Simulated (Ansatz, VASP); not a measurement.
## Si15Ge24O38 (amorphous SiO2 against Ge(100), 10.4 A): VASP beside Ansatz

One calculation is typed for both programs; each brings its own data sets. How far apart do they land? Of the first pair: The structure shown is the start of the Ansatz relaxation below; VASP solves that cell, so the two are compared at the walk's first step.

Calculated with Ansatz 0.2.0; plane waves, with VASP 6.6.1 beside it; single point at PBE.

**1. The structure**

The cell holds 154 atoms: 48 Ge, 30 Si and 76 O. Its edges and angles: a = 11.440 Å, b = 11.440 Å, c = 20.464 Å, α = 90.0°, β = 90.0°, γ = 90.0°. It derives from Ge (6 planes of diamond Ge(100)). A slab of 6 planes of diamond Ge(100) (starting lattice constant a = 5.72 A), 11.44 x 11.44 A in plane. 106 atoms (30 Si, 76 O) packed at random between the slab and its periodic image at 2.2 g/cm^3 (a layer of 11.9 A) and pushed apart as soft spheres. Langevin MD at fixed cell with the MACE-MP-0b2 small potential (Batatia et al., arXiv:2401.00096), steps of 1.5 fs: 0.63 ps at 3200 K with the crystal held, 3200 to 600 K in 1.8 ps with the crystal held, 600 to 300 K in 0.9 ps with its inner planes held; soft walls kept the melt out of the crystal while it was held. Then all atoms and the cell's height relaxed. The structure's axis is c.

**2. Ansatz: relaxation, PBE**

Ansatz runs on its default PAW (the set named soft_2) files.

The two programs are compared at the cell with which this relaxation starts, whose forces are those of its first step.

Contents of input.yaml:

```yaml
crystal:
  lattice:
    - [11.44, 0.0, 0.0]
    - [0.0, 11.44, 0.0]
    - [0.0, 0.0, 20.46412]
  atoms:
    - { symbol: Ge, position: [0.00307, 0.00349, 0.25614] }
    - { symbol: Ge, position: [0.09328, 0.08784, 0.02365] }
    - { symbol: Ge, position: [0.99496, 0.23445, 0.11719] }
    - { symbol: Ge, position: [0.12278, 0.37591, 0.17607] }
    - { symbol: Ge, position: [0.25028, 0.00333, 0.10288] }
    - { symbol: Ge, position: [0.37803, 0.12127, 0.17563] }
    - { symbol: Ge, position: [0.24417, 0.24367, 0.24408] }
    - { symbol: Ge, position: [0.37557, 0.37035, 0.02916] }
    - { symbol: Ge, position: [0.11892, 0.14088, 0.32633] }
    - { symbol: Ge, position: [0.96171, 0.25302, 0.38615] }
    - { symbol: Ge, position: [0.22681, 0.04149, 0.41746] }
    - { symbol: Ge, position: [0.39061, 0.35389, 0.30736] }
    - { symbol: Ge, position: [0.0025, 0.49874, 0.25224] }
    - { symbol: Ge, position: [0.11998, 0.64006, 0.03509] }
    - { symbol: Ge, position: [0.00345, 0.76215, 0.11387] }
    - { symbol: Ge, position: [0.13504, 0.88464, 0.18323] }
    - { symbol: Ge, position: [0.25192, 0.49924, 0.10463] }
    - { symbol: Ge, position: [0.37641, 0.61966, 0.17874] }
    - { symbol: Ge, position: [0.25279, 0.74707, 0.24862] }
    - { symbol: Ge, position: [0.36759, 0.87139, 0.03116] }
    - { symbol: Ge, position: [0.1218, 0.63838, 0.32274] }
    - { symbol: Ge, position: [0.96664, 0.73059, 0.3888] }
    - { symbol: Ge, position: [0.31723, 0.46414, 0.39768] }
    - { symbol: Ge, position: [0.37209, 0.85408, 0.32781] }
    - { symbol: Ge, position: [0.49241, 0.99335, 0.25507] }
    - { symbol: Ge, position: [0.64262, 0.14796, 0.02411] }
    - { symbol: Ge, position: [0.50223, 0.24571, 0.10126] }
    - { symbol: Ge, position: [0.63035, 0.36378, 0.17468] }
    - { symbol: Ge, position: [0.73605, 0.01092, 0.1071] }
    - { symbol: Ge, position: [0.86122, 0.12027, 0.18732] }
[... 118 atom lines left out ...]
    - { symbol: O, position: [0.06776, 0.6025, 0.65224] }
    - { symbol: O, position: [0.71784, 0.11303, 0.58005] }
    - { symbol: O, position: [0.87372, 0.47943, 0.69009] }
    - { symbol: O, position: [0.833, 0.85509, 0.9759] }
    - { symbol: O, position: [0.66121, 0.42017, 0.74295] }
    - { symbol: O, position: [0.84513, 0.66017, 0.61827] }
kpoints:
  mp_grid: { grid: [1, 1, 1] }
hamiltonian:
  xc: pbe
scf:
  occupations: { method: fermi_dirac, width: 0.025 }
output:
  forces: true
relax:
  f_tol: 0.08
  max_steps: 90
  cell: { fix: [a, b, alpha, beta, gamma] }
```

Launch:

```console
> ansatz run input.yaml --threads 4 --pin off --max-ram 15872MiB --backend cpu --events-out ev --progress --plain --runs-dir out
```

Numbers of over 12 decimals in the logs are rounded to 6 here.

What it wrote:

```text
Engine: ansatz 0.2.0, aarch64-unknown-linux-gnu
Pseudopotentials: kind: paw
Pseudopotential: Ge, paw, valence charge 14, recommended cutoff 420 eV (normal), Ge.paw.azcp
Pseudopotential: Si, paw, valence charge 4, recommended cutoff 420 eV (normal), Si.paw.azcp
Pseudopotential: O, paw, valence charge 6, recommended cutoff 420 eV (normal), O.paw.azcp
Functional definition: PBE
  parameter kappa = 0.804
  parameter beta = 0.066725
  exchange = pbe_x(kappa = kappa, mu = beta*pi^2/3)
  correlation = pbe_c(beta = beta)
Crystal: 154 atoms, lattice volume = 2678.213 Å³
Basis set: ecut = 420 eV, 52381 PW (Γ), exchange–correlation on 160×160×288 points (8 copies of the dense FFT grid, shifted against one another)
Bands: 778, of which v1, the nominal top of the filled ones, is band 624 counted from 1 (623 counted from 0)
Symmetry: 1 space group operations
Space group: P1 (ITA 1), of the structure as read, at distance tolerance 1.4e-4 Å
k-points: 1
Non-local potential: Ge, projectors of the file, l = 0: 2, l = 1: 2, l = 2: 3, l = 3: 1
Non-local potential: Si, projectors of the file, l = 0: 2, l = 1: 2, l = 2: 2
Non-local potential: O, projectors of the file, l = 0: 2, l = 1: 2, l = 2: 1
PAW form: soft (Blöchl's): semilocal exchange-correlation on the pseudo side does not see the compensation charge
PAW one-centre angular grid: Ge, 590 points (default); XC on 64 Gauss nodes
PAW one-centre angular grid: Si, 110 points (default); XC on 64 Gauss nodes
PAW one-centre angular grid: O, 110 points (default); XC on 64 Gauss nodes
Initial density: superposition of atomic densities (neutral atoms: chi_scale 0, normalization atom), corrected by the library's trained network
Initial wavefunctions: pseudopotential atomic-orbital guess
Functional: x = pbe(κ = 0.804, μ = 0.219515), c = pbe(β = 0.066725)
SCF iter   1: F=—  HF=-268419.837805 eV  |F-HF|=—  |Δ(HF+E_count)|=         —  Δρ=7.02e-3  dr2=2.94e0  ethr=1.77e-3  ⟨swp⟩=5.0  Hψ=2860  notcnv=0  defer=113
preconditioner: auto → LDOS  [metal: Δε(μ)=0.041 eV  Ē_g=19.257 eV  σ=0.025 eV  W_gap=0.39  n_scr=618 (ndim 8)  ℏωp=25.3 eV  f_vac=0.175  D(μ)=33.97/eV (n_scr^D=148)  β→1.0]
SCF iter   2: F=—  HF=-268419.697320 eV  |F-HF|=—  |Δ(HF+E_count)|=   1.40e-1  Δρ=9.82e-3  dr2=3.99e0  ethr=2.36e-4  ⟨swp⟩=2.0  Hψ=1288  notcnv=0  defer=144
SCF iter   3: F=—  HF=-268419.623386 eV  |F-HF|=—  |Δ(HF+E_count)|=   7.39e-2  Δρ=3.38e-3  dr2=1.63e-1  ethr=2.36e-4  ⟨swp⟩=2.0  Hψ=1027  notcnv=0  defer=144
SCF iter   4: F=—  HF=-268419.610812 eV  |F-HF|=—  |Δ(HF+E_count)|=   1.26e-2  Δρ=1.36e-3  dr2=6.53e-2  ethr=1.31e-5  ⟨swp⟩=2.0  Hψ=1277  notcnv=0  defer=144
SCF iter   5: F=—  HF=-268419.607525 eV  |F-HF|=—  |Δ(HF+E_count)|=   3.29e-3  Δρ=9.52e-4  dr2=1.23e-2  ethr=5.23e-6  ⟨swp⟩=2.0  Hψ=1017  notcnv=0  defer=144
SCF iter   6: F=—  HF=-268419.606319 eV  |F-HF|=—  |Δ(HF+E_count)|=   1.21e-3  Δρ=3.66e-4  dr2=3.67e-3  ethr=9.88e-7  ⟨swp⟩=3.0  Hψ=1017  notcnv=0  defer=144
SCF iter   7: F=—  HF=-268419.606159 eV  |F-HF|=—  |Δ(HF+E_count)|=   1.60e-4  Δρ=1.70e-4  dr2=9.61e-4  ethr=2.94e-7  ⟨swp⟩=2.0  Hψ=1016  notcnv=0  defer=144
SCF iter   8: F=—  HF=-268419.606198 eV  |F-HF|=—  |Δ(HF+E_count)|=   3.91e-5  Δρ=1.70e-4  dr2=6.70e-4  ethr=7.70e-8  ⟨swp⟩=2.0  Hψ=1017  notcnv=0  defer=144
SCF iter   9: F=—  HF=-268419.606115 eV  |F-HF|=—  |Δ(HF+E_count)|=   8.27e-5  Δρ=8.46e-5  dr2=2.76e-4  ethr=5.37e-8  ⟨swp⟩=3.0  Hψ=1017  notcnv=0  defer=144
SCF iter  10: F=—  HF=-268419.606123 eV  |F-HF|=—  |Δ(HF+E_count)|=   7.79e-6  Δρ=3.91e-5  dr2=4.48e-5  ethr=2.21e-8  ⟨swp⟩=2.0  Hψ=1018  notcnv=0  defer=144
SCF iter  11: F=—  HF=-268419.606969 eV  |F-HF|=—  |Δ(HF+E_count)|=   8.46e-4  Δρ=2.87e-5  dr2=2.18e-5  ethr=3.59e-9  ⟨swp⟩=2.0  Hψ=1017  notcnv=0  defer=144
SCF iter  12: F=—  HF=-268419.606969 eV  |F-HF|=—  |Δ(HF+E_count)|=   6.60e-7  Δρ=1.98e-5  dr2=1.15e-5  ethr=1.75e-9  ⟨swp⟩=2.0  Hψ=1017  notcnv=0  defer=144
SCF iter  13: F=—  HF=-268419.606968 eV  |F-HF|=—  |Δ(HF+E_count)|=   1.36e-6  Δρ=1.21e-5  dr2=4.43e-6  ethr=9.24e-10  ⟨swp⟩=2.0  Hψ=1017  notcnv=0  defer=144
SCF iter  14: F=—  HF=-268419.606968 eV  |F-HF|=—  |Δ(HF+E_count)|=   4.73e-8  Δρ=8.37e-6  dr2=2.12e-6  ethr=3.55e-10  ⟨swp⟩=2.0  Hψ=1016  notcnv=0  defer=144
SCF iter  15: F=—  HF=-268419.606968 eV  |F-HF|=—  |Δ(HF+E_count)|=   1.75e-9  Δρ=4.81e-6  dr2=6.97e-7  ethr=1.70e-10  ⟨swp⟩=2.0  Hψ=1018  notcnv=0  defer=144
SCF iter  16: F=—  HF=-268419.606968 eV  |F-HF|=—  |Δ(HF+E_count)|=   1.42e-7  Δρ=2.21e-6  dr2=1.38e-7  ethr=5.58e-11  ⟨swp⟩=2.0  Hψ=1017  notcnv=0  defer=144
SCF iter  17: F=-268419.606968 eV  HF=-268419.606968 eV  |F-HF|=2.04e-8  |Δ(HF+E_count)|=   4.46e-8  Δρ=1.12e-6  dr2=2.80e-8  ethr=8.01e-12  ⟨swp⟩=4.0  Hψ=2212  notcnv=0
SCF 1 converged in 17 iterations: F = -268419.606968 eV  dr2 = 2.80e-8
[...]
- { symbol: Ge, position: [0.871205, 0.875891, 0.321741] }
    - { symbol: Si, position: [0.117200, 0.887387, 0.691104] }
    - { symbol: Si, position: [0.142930, 0.850710, 0.935679] }
    - { symbol: Si, position: [0.711582, 0.973368, 0.553607] }
    - { symbol: Si, position: [0.454152, 0.632092, 0.623528] }
    - { symbol: Si, position: [0.532568, 0.499033, 0.489126] }
    - { symbol: Si, position: [0.243587, 0.728530, 0.802376] }
    - { symbol: Si, position: [0.481951, 0.303037, 0.572842] }
    - { symbol: Si, position: [0.539499, 0.432466, 0.702324] }
    - { symbol: Si, position: [0.795739, 0.380622, 0.718581] }
    - { symbol: Si, position: [0.206649, 0.552934, 0.635117] }
    - { symbol: Si, position: [0.827422, 0.177823, 0.614091] }
    - { symbol: Si, position: [0.320359, 0.976245, 0.844475] }
    - { symbol: Si, position: [0.857727, 0.949113, 0.674127] }
    - { symbol: Si, position: [0.479703, 0.059038, 0.746709] }
    - { symbol: Si, position: [0.784203, 0.992325, 0.818969] }
    - { symbol: Si, position: [0.484105, 0.575382, 0.927706] }
    - { symbol: Si, position: [0.159005, 0.127634, 0.767990] }
    - { symbol: Si, position: [0.236568, 0.370179, 0.538084] }
    - { symbol: Si, position: [0.883538, 0.820126, 0.909280] }
    - { symbol: Si, position: [0.991333, 0.337502, 0.532366] }
    - { symbol: Si, position: [0.047658, 0.327683, 0.951980] }
    - { symbol: Si, position: [0.286497, 0.367853, 0.745066] }
    - { symbol: Si, position: [0.257601, 0.936485, 0.562496] }
    - { symbol: Si, position: [0.918317, 0.226291, 0.823394] }
    - { symbol: Si, position: [0.944965, 0.549193, 0.628188] }
    - { symbol: Si, position: [0.558131, 0.051373, 0.883302] }
    - { symbol: Si, position: [0.223695, 0.505450, 0.874216] }
    - { symbol: Si, position: [0.672017, 0.661674, 0.923561] }
    - { symbol: Si, position: [0.491611, 0.828290, 0.536975] }
    - { symbol: Si, position: [0.458555, 0.080646, 0.631986] }
    - { symbol: O, position: [0.429339, 0.380241, 0.744054] }
    - { symbol: O, position: [0.867118, 0.337237, 0.783102] }
    - { symbol: O, position: [0.352498, 0.536311, 0.908316] }
    - { symbol: O, position: [0.518595, 0.569965, 0.684946] }
    - { symbol: O, position: [0.230067, 0.085175, 0.835252] }
    - { symbol: O, position: [0.874614, 0.133579, 0.424287] }
    - { symbol: O, position: [0.313780, 0.646872, 0.637317] }
    - { symbol: O, position: [0.168116, 0.628081, 0.845662] }
    - { symbol: O, position: [0.210793, 0.504618, 0.559240] }
    - { symbol: O, position: [0.234604, 0.856463, 0.865453] }
    - { symbol: O, position: [0.889441, 0.912983, 0.849000] }
    - { symbol: O, position: [0.153090, 0.017955, 0.717273] }
    - { symbol: O, position: [0.187520, 1.008616, 0.504878] }
    - { symbol: O, position: [0.663643, 0.960909, 0.860487] }
    - { symbol: O, position: [0.491112, 0.522236, 1.006146] }
    - { symbol: O, position: [0.022340, 0.780038, 0.917059] }
    - { symbol: O, position: [0.665846, 0.520073, 0.466382] }
    - { symbol: O, position: [0.134503, 0.436690, 0.926885] }
    - { symbol: O, position: [0.373767, 0.699058, 0.792958] }
    - { symbol: O, position: [0.170344, 0.873209, 0.615927] }
    - { symbol: O, position: [0.902176, 0.239929, 0.557478] }
    - { symbol: O, position: [0.714035, 0.647634, 1.000109] }
    - { symbol: O, position: [0.122992, 0.222969, 0.987515] }
    - { symbol: O, position: [0.240193, 0.905489, 0.380410] }
[...]
- { symbol: O, position: [0.025994, 0.163095, 0.785999] }
    - { symbol: O, position: [0.989526, 0.350087, 0.452938] }
    - { symbol: O, position: [0.074060, 0.598421, 0.650430] }
    - { symbol: O, position: [0.724464, 0.110927, 0.573625] }
    - { symbol: O, position: [0.873380, 0.487888, 0.688080] }
    - { symbol: O, position: [0.839882, 0.879215, 0.977333] }
    - { symbol: O, position: [0.664406, 0.421223, 0.740310] }
    - { symbol: O, position: [0.865473, 0.668052, 0.608879] }
```

In the SCF lines HF is the Harris–Foulkes energy and dr2 the Hartree energy of the density residual, in eV; the loop may stop once dr2 is under the threshold and the program's other checks hold. Hψ counts applications of the Hamiltonian.

**3. VASP: single point, PBE, start cell, pair 1**

The same cell, functional, mesh and smearing now go to VASP, with its own data sets.

Lines of VASP's logs that name or quote its potential files are left out, and so is its time.

Contents of INCAR:

```
SYSTEM = Si15Ge24O38
PREC = Accurate
ENCUT = 520
EDIFF = 1E-06
NELM = 120
ISMEAR = -1
SIGMA = 0.025
LREAL = Auto
ALGO = Normal
GGA = PE
NBANDS = 731
LORBIT = 11
LWAVE = .FALSE.
LCHARG = .FALSE.
ISIF = 2
LASPH = .TRUE.
GGA_COMPAT = .FALSE.
EFERMI = MIDGAP
```

Contents of POSCAR:

```
Si15Ge24O38
1.0
   11.4400000000      0.0000000000      0.0000000000
    0.0000000000     11.4400000000      0.0000000000
    0.0000000000      0.0000000000     20.4641200000
Ge Si O
48 30 76
Direct
    0.0030681818      0.0034877622      0.2561409921
    0.0932779720      0.0878409091      0.0236511514
    0.9949562937      0.2344493007      0.1171904778
    0.1227797203      0.3759090909      0.1760691395
    0.2502797203      0.0033304196      0.1028776219
    0.3780332168      0.1212674825      0.1756293454
    0.2441695804      0.2436713287      0.2440808596
    0.3755681818      0.3703496503      0.0291583513
    0.1189160839      0.1408828671      0.3263321364
    0.9617132867      0.2530157343      0.3861490257
    0.2268094406      0.0414860140      0.4174623683
    0.3906118881      0.3538898601      0.3073623493
    0.0025000000      0.4987412587      0.2522414841
    0.1199825175      0.6400611888      0.0350906856
    0.0034527972      0.7621503497      0.1138675887
    0.1350437063      0.8846416084      0.1832280108
    0.2519230769      0.4992395105      0.1046319119
    0.3764073427      0.6196590909      0.1787421106
    0.2527884615      0.7470716783      0.2486205124
    0.3675874126      0.8713898601      0.0311618579
    0.1218006993      0.6383828671      0.3227404843
    0.9666433566      0.7305944056      0.3887975637
    0.3172290210      0.4641433566      0.3976814053
    0.3720891608      0.8540821678      0.3278078901
    0.4924125874      0.9933479021      0.2550708264
    0.6426223776      0.1479632867      0.0241104919
    0.5022290210      0.2457080420      0.1012601568
    0.6303496503      0.3637762238      0.1746813447
    0.7360489510      0.0109178322      0.1070996456
    0.8612237762      0.1202709790      0.1873180963
[... 118 atom lines left out ...]
    0.0677622378      0.6025000000      0.6522391386
    0.7178409091      0.1130332168      0.5800493742
    0.8737237762      0.4794318182      0.6900907540
    0.8329982517      0.8550874126      0.9758983040
    0.6612062937      0.4201660839      0.7429491227
    0.8451311189      0.6601660839      0.6182723714
```

Contents of KPOINTS:

```
Automatic mesh
0
Gamma
1 1 1
0 0 0
```

PAW data sets: Ge_d, Si and O (PBE family, release 64).

Launch:

```console
> export OMP_NUM_THREADS=3
> mpirun -np 1 vasp_gam
```

What it wrote:

```text
[banner, memory and clock lines left out]
running    1 mpi-ranks, on    1 nodes
[...]
Offloading initialized ...    1 GPUs detected
[...]
LDA part: xc-table for (Slater+PW92), standard interpolation
 POSCAR, INCAR and KPOINTS ok, starting setup
[...]
entering main loop
       N       E                     dE             d eps       ncg     rms          rms(c)
DAV:   1     0.402019291650E+05    0.40202E+05   -0.39565E+05  1582   0.417E+03
DAV:   2     0.854925452422E+04   -0.31653E+05   -0.30520E+05  1462   0.110E+03
DAV:   3     0.200834698236E+03   -0.83484E+04   -0.79337E+04  1614   0.372E+02
DAV:   4    -0.104333498395E+04   -0.12442E+04   -0.12085E+04  1753   0.156E+02
[...]
DAV:  28    -0.100652486121E+04    0.36823E-05   -0.14353E-05  1284   0.108E-02    0.243E-02
DAV:  29    -0.100652485905E+04    0.21617E-05   -0.76554E-06  1444   0.108E-02    0.169E-02
DAV:  30    -0.100652485905E+04   -0.42201E-09   -0.31581E-06  1052   0.634E-03
   1 F= -.10065249E+04 E0= -.10065024E+04  d E =-.448483E-01
```

Parts of OUTCAR (step 3):

```text
  FREE ENERGIE OF THE ION-ELECTRON SYSTEM (eV)
  ---------------------------------------------------
  free  energy   TOTEN  =     -1006.5248590534 eV

  energy  without entropy=    -1006.4800107564  energy(sigma->0) =    -1006.50243490

[... 1 further part left out ...]
```

The run ends at a pressure of 0.47 GPa, with forces up to 1.4 eV/Å.

**4. Comparison**

Known differences besides the potentials themselves: the cutoff is 420 eV in Ansatz and 520 eV in VASP (PREC = Accurate, projectors in real space). Total energies have different zeros and are not compared.

Forces on 7 of the 154 atoms, those with the largest forces and the largest differences (eV/Å; atoms numbered as in POSCAR):

```csv
atom,"Ansatz x, y, z","VASP x, y, z"
Ge23,"-0.775, 0.599, -0.156","-0.803, 0.581, -0.159"
Ge26,"0.600, 0.721, 0.206","0.595, 0.725, 0.199"
Ge47,"0.809, 0.779, -0.172","0.827, 0.783, -0.167"
O119,"0.849, -0.048, -0.713","0.818, 0.096, -1.086"
O136,"-0.044, -0.077, -0.578","-0.170, 0.216, -0.962"
O145,"-0.663, -0.272, 0.694","-0.526, -0.564, 1.106"
O154,"0.075, 0.045, 0.658","0.084, -0.068, 1.008"
```

The forces differ by 48 meV/Å r.m.s., which is 19.5 % of the r.m.s. force of 0.244 eV/Å (both taken over all components).

[end of part 1 of 2]

[Lines on the potential files, build, host, timing and source positions are cut from VASP's logs without a mark.]

[Logs are printed without paths, hosts, clocks, repeated set-up lines and the standing remarks that a program may print on its own settings, such as how far it seeks lower states.]

[Hosts, paths, dates, database ids (printed as entryN), source tags and the programs' standing remarks are cut or masked in the printed files.]
